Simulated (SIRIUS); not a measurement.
## Ta: equation of state with revPBE

**Measured values to compare with.**

“Refinement of the equation of state of tantalum”, 2004, arxiv:cond-mat/0403080 quotes, for a bulk crystal of Ta: bulk modulus 194 GPa.

The system is Ta.

```xyz
1
Lattice="-1.6513 1.6513 1.6513 1.6513 -1.6513 1.6513 1.6513 1.6513 -1.6513" Properties=species:S:1:pos:R:3 pbc="T T T"
Ta    0.0000    0.0000    0.0000
```

```yaml
Program: SIRIUS 7.12.0
Task: equation of state
Functional: revPBE
Potentials_or_basis: all-electron FP-LAPW
Cutoff: 170 eV
Basis: apw+lo standard
k_mesh: 11 × 11 × 11
Occupations: fermi-dirac, width 0.05 eV
Spin: no spin polarisation
Muffin_tin_radii: Ta 2.6 bohr
Basis_cutoff_gk_cutoff: 3.54 1/bohr
Cutoff_of_density_and_potential_pw_cutoff: 20 1/bohr
lmax_of_the_basis: 11
lmax_of_density_and_potential: 8
Valence_relativity: iora
Core_states: Ta 1s2s2p3s3p3d4s4p4d
Local_orbitals_radial_functions: Ta 17
Smallest_sphere_radius_times_basis_cutoff: 9.2
```

* Equilibrium volume: 18.47 Å³/atom
* Bulk modulus: 186 GPa
* Pressure derivative of the bulk modulus: 4.3

Energy against volume, from the lowest point:
```
volume (Å³/atom)  energy (meV/atom)
          16.930              86.97
          17.290              49.15
          17.650              22.84
          18.010               6.67
          18.371               0.00
          18.731               1.78
          19.091              10.91
```

All runs of the series together: 4.8 min on 1 thread of Arm Neoverse V1, on a shared host.

Measured bulk modulus of Ta: 194 GPa (quoted in “Refinement of the equation of state of tantalum”, 2004, arxiv:cond-mat/0403080). This calculation gives 186 GPa (-4.3 %). The fit is for a static lattice scaled at fixed shape and fixed fractional positions.

The run has no spin-orbit coupling, so splittings on Ta are missing. revPBE gives volumes clearly too large for solids.
